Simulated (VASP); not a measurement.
TePb, 2 atoms in the cell. It takes space group Fm-3m (No. 225, cubic). Conventional cell: a = 6.462 Å, b = 6.462 Å, c = 6.462 Å, α = 90.00°, β = 90.00°, γ = 90.00°. Te (site symmetry m-3m) is surrounded by 6 Pb at 3.23 Å. Pb (site symmetry m-3m) is surrounded by 6 Te at 3.23 Å. 

```yaml
Program: VASP 6.6.1
Task: relaxation of cell and atoms
Functional: PBEsol
Potentials_or_basis: VASP PAW PBE potentials, release 64 (Te, Pb_d)
Cutoff: 600 eV
k_mesh: 8 × 8 × 8
Occupations: gaussian, width 0.03 eV
Spin: no spin polarisation
Further_INCAR_settings: ALGO = Normal; EDIFF = 1e-06; IBRION = 2; EDIFFG = -0.01; NSW = 90; ISIF = 3
```

Potentials or basis: VASP PAW PBE potentials, release 64 (Te, Pb_d).

Command:

```sh
$ cat potpaw_PBE.64/Te/POTCAR potpaw_PBE.64/Pb_d/POTCAR > POTCAR
$ mpirun -np 4 vasp_std > vasp.out
```

Hardware: 4 MPI ranks on Intel(R) Xeon(R) 6975P-C (Granite Rapids), on a shared host.

How long does it take, and how much memory?

It took 16 s on 4 MPI ranks on Intel(R) Xeon(R) 6975P-C (Granite Rapids), with other jobs on the host, peak memory 0.25 GiB a rank. Counts: scf iterations 24, k points 29, ion steps 3.
